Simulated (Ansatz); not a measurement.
**Relaxing Os**

Method: Ansatz, DFT PBE, scalar-relativistic, plane waves, PAW. Cutoff 420 eV, Γ-centred k mesh, Gaussian smearing, no spin polarisation in the final step.

The start puts Os on the simple cubic structure type (Pm-3m, No. 221), at a guessed volume.

```yaml
crystal:
  lattice:
    - [2.45477, 0.00000, 0.00000]
    - [0.00000, 2.45477, 0.00000]
    - [0.00000, 0.00000, 2.45477]
  atoms:
    - { symbol: Os, position: [0.00000, 0.00000, 0.00000] }
```

Cell and atoms relax at zero pressure; the relaxation can't lower the symmetry of the start. After a coarse first stage the cell is made exact in the group found at 0.06 Å.

Energies count from the standard state of Os at the same level.

Problem. What does it relax into?

Solution. It keeps Pm-3m (No. 221). The result has the simple cubic structure. Conventional cell: a = 2.557 Å. Os is coordinated by 6 Os at 2.56 Å.

Space group Pm-3m (No. 221). a = 2.557 Å, b = 2.557 Å, c = 2.557 Å, α = 90.00°, β = 90.00°, γ = 90.00°
```
atom site symmetry x y z
  Os    1a m-3m  0.0000  0.0000  0.0000
```

Problem. What are its volume, energy, density and gap?

Solution. The volume per atom is 16.72 Å³ and the density is 18.90 g/cm³. The energy over the standard structure is 1.53 eV/atom. The gap on the 22×22×22 mesh is 0 eV (a metal).

The final run used a 22×22×22 mesh on its 1-atom cell and 0.10 eV smearing. The k mesh leaves about 4 meV/atom of noise in metals. Spin–orbit coupling is left out. A structure relaxed within its symmetry needn't be a true minimum. The steps took of the order of 40 core-seconds in all.